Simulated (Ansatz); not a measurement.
Crystal: KBr.

```
Br K
1.0
     0.00000    3.30000    3.30000
     3.30000    0.00000    3.30000
     3.30000    3.30000    0.00000
Br K
1 1
Cartesian
  3.3000 3.3000 3.3000
  0.0000 0.0000 0.0000
```

Base run:

```yaml
Program: Ansatz 0.2.0
Functional: HSE(alpha, omega)
Potentials_or_basis: all-electron PAW datasets made for the crystal
Cutoff: 220 eV
Density_cutoff: 880 eV
k_mesh: 4 × 4 × 4
Occupations: fermi-dirac, width 0.05 eV
Spin: no spin polarisation
```

Its results: band gap on the k mesh 5.18 eV, direct.

Question: After a change of settings the same cell gave: band gap on the k mesh 5.95 eV, direct. Which change was it?
A. screening of exact exchange from 0.4 1/A to 0.1 1/A
B. screening of exact exchange from 0.4 1/A to 0.2 1/A
C. screening of exact exchange from 0.4 1/A to 0.3 1/A
D. screening of exact exchange from 0.4 1/A to 0.15 1/A

Answer: A.

Not every run made on this cell is shown here.
